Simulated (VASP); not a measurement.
A VASP 6.6.1 single-point calculation on H4C

INCAR

```
EDIFF = 1E-7
IBRION = -1
NBANDS = 12
NSW = 0
ISMEAR = -5
LASPH = .TRUE.
LREAL = .FALSE.
LCHARG = .FALSE.
ENCUT = 520
METAGGA = R2SCAN
SIGMA = 0.01
ISIF = 2
NELM = 70
ALGO = Normal
LWAVE = .FALSE.
PREC = Accurate
```

KPOINTS

```
KPOINTS created by Atomic Simulation Environment
0
Gamma
1 1 2
0 0 0
```

POSCAR

```
H  C
 1.0000000000000000
    -2.2526877390658888    2.2526877390658888    2.2526877390658888
     2.2526877390658888   -2.2526877390658888    2.2526877390658888
     2.2526877390658888    2.2526877390658888   -2.2526877390658888
 H   C
   4   1
Cartesian
  1.6240248471668810  1.6240248471668810 -1.6240248471668810
 -1.6240248471668810  1.6240248471668810  1.6240248471668810
  1.6240248471668810 -1.6240248471668810  1.6240248471668810
  0.6286628918990079  0.6286628918990079  0.6286628918990079
  0.0000000000000000  0.0000000000000000 -0.0000000000000000
```

The recommended PBE PAW datasets give the neutral cell 8 valence electrons.

Command

```
mpirun -np 1 vasp_std
```

Standard output (part)

```
POSCAR found type information on POSCAR H C
 POSCAR found :  2 types and       5 ions
 LDA part: xc-table for (None), standard interpolation
|     Your reciprocal lattice and k-lattice belong to different lattice       |
|     classes:                                                                |
|        The reciprocal lattice is face-centered cubic,                       |
|        whereas your k-lattice is base centered orthorhombic.                |
|     Results are often still useful ...                                      |
|     EEEEEEE  RRRRRR   RRRRRR   OOOOOOO  RRRRRR      ###     ###     ###     |
|     E        R     R  R     R  O     O  R     R     ###     ###     ###     |
|     E        R     R  R     R  O     O  R     R     ###     ###     ###     |
|     EEEEE    RRRRRR   RRRRRR   O     O  RRRRRR       #       #       #      |
|     E        R    R   R    R   O     O  R    R      ###     ###     ###     |
|     EEEEEEE  R     R  R     R  OOOOOOO  R     R     ###     ###     ###     |
|     IBZKPT: tetrahedron method fails for NKPT<4. NKPT = 2                   |
|       ---->  I REFUSE TO CONTINUE WITH THIS SICK JOB ... BYE!!! <----       |
```

VASP stopped before the first electronic step.

Question: Why shouldn't this run be trusted?

Answer: Tetrahedra on too few k points. VASP stopped before the first electronic step.
